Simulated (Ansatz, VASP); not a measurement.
**NaCl in VASP and in Ansatz**

File INCAR:

```
ALGO     = Normal         # electronic algorithm
EDIFF    = 1E-8           # SCF threshold, eV
ENCUT    = 520            # plane-wave cutoff, eV
GGA      = PE             # functional
ISIF     = 2              # what is computed and relaxed
ISMEAR   = 0              # smearing method
LASPH    = T              # aspherical terms in the spheres
LCHARG   = F              # write CHGCAR
LEFG     = T            
LREAL    = F              # projectors in reciprocal space
LWAVE    = F              # write WAVECAR
NBANDS   = 14             # bands
NELM     = 80             # most SCF steps
PREC     = Accurate       # precision mode
SIGMA    = 0.005          # smearing width, eV
```

Contents of KPOINTS:

```
k-points
0
Gamma
  10 10 10
```

Contents of POSCAR:

```
NaCl
1.0
    2.8600000000      0.0000000000      0.0000000000
    0.0000000000      2.8600000000      0.0000000000
    0.0000000000      0.0000000000      2.8600000000
Na Cl
1 1
Direct
    0.0000000000      0.0000000000      0.0000000000
    0.5000000000      0.5000000000      0.5000000000
```

Input for Ansatz:

```yaml
crystal:
  lattice:
    - [2.86, 0.0, 0.0]
    - [0.0, 2.86, 0.0]
    - [0.0, 0.0, 2.86]
  atoms:
    - { symbol: Na, position: [0.0, 0.0, 0.0] }
    - { symbol: Cl, position: [0.5, 0.5, 0.5] }
kpoints:
  mp_grid: { grid: [10, 10, 10] }
scf:
  occupations: { method: gaussian, width: 0.005 }
hamiltonian:
  xc: pbe
  pseudopotentials: { kind: paw }
output:
  forces: true
  stress: true
  populations: true
  efg:
    quadrupole_moments_barn: { Na: 0.104, Cl: -0.08112 }
    contact_densities: true
```

Measurements of this composition are mostly on another form, of space group No. 225.

Alike in both runs: task electric field gradients; functional PBE; k mesh 10 × 10 × 10; occupations gaussian, width 0.005 eV; no spin polarisation.

|  | VASP | Ansatz |
| --- | --- | --- |
| version | VASP 6.6.1 | Ansatz 0.2.0 |
| potentials or method | VASP PAW PBE potentials, release 64 (Na_pv, Cl) | plane-wave PAW, scalar-relativistic |
| plane-wave cutoff (eV) | 520 | 420 |
| valence electrons in the cell | 14 | 16 |

```csv
,VASP,Ansatz,Ansatz less VASP
gap on the k mesh at the Fermi level (eV),4.42,4.37,-0.046
Vzz of the field gradient on the site that differs most (V/Å²),0.0,0.0,0.00
```

With one functional, cell and mesh, what is left measures potentials, basis and numerics. The two sets of potentials don't hold the same shells in valence.

 A k mesh can miss the band edges. A hybrid or GW would open this gap; PBE tends to underestimate it.
